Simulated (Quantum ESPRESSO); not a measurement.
# CdGeAs2 under changes of volume

One of the cells (25.301 Å³/atom); the others are scaled copies at fixed shape and fractional positions:

```
Cd As Ge
1.0
    -2.98887    2.98887    5.66430
     2.98887   -2.98887    5.66430
     2.98887    2.98887   -5.66430
Cd As Ge
2 4 2
Direct
  0.50000 0.50000 0.00000
  0.25000 0.75000 0.50000
  0.09622 0.12500 0.47122
  0.37500 0.90378 0.02878
  0.65378 0.62500 0.52878
  0.87500 0.34622 0.97122
  0.75000 0.25000 0.50000
  0.00000 0.00000 0.00000
```

The cell is a database's computed one.

* Program: Quantum ESPRESSO 7.5
* Functional: PBEsol
* Potentials or basis: GBRV 1.5 PBEsol
* Cutoff: 612 eV
* Density cutoff: 4898 eV
* k mesh: 6 × 6 × 6
* Occupations: fermi-dirac, width 0.05 eV
* Spin: no spin polarisation

```tsv
volume (Å³/atom)	energy over the lowest point (meV/atom)	pressure (GPa)	largest force (eV/Å)
23.783	14.59	3.7	0.244
24.289	?	?	?
24.795	0.54	0.7	0.196
25.301	0.00	-0.5	0.173
25.807	3.18	-1.6	0.152
26.313	9.67	-2.6	0.131
26.819	19.11	-3.5	0.111
```

Problem. What does the run at 24.289 Å³/atom give?

Solution. Energy over the lowest point 5.24 meV/atom; pressure 2.1 GPa; largest force 0.220 eV/Å.

Worked out: A Birch-Murnaghan fit of order 3 (a polynomial in V^(-2/3)) to the other rows has its minimum at 25.12 Å³/atom with B0 = V·E''(V) = 61 GPa and B' = 4.7 at fixed shape and positions, which overstates the stiffness. It gives 5.23 meV/atom at 24.289 Å³/atom, against the run's 5.24, and -dE/dV = 2.2 GPa, against 2.1.

Energies are extrapolated to zero smearing.
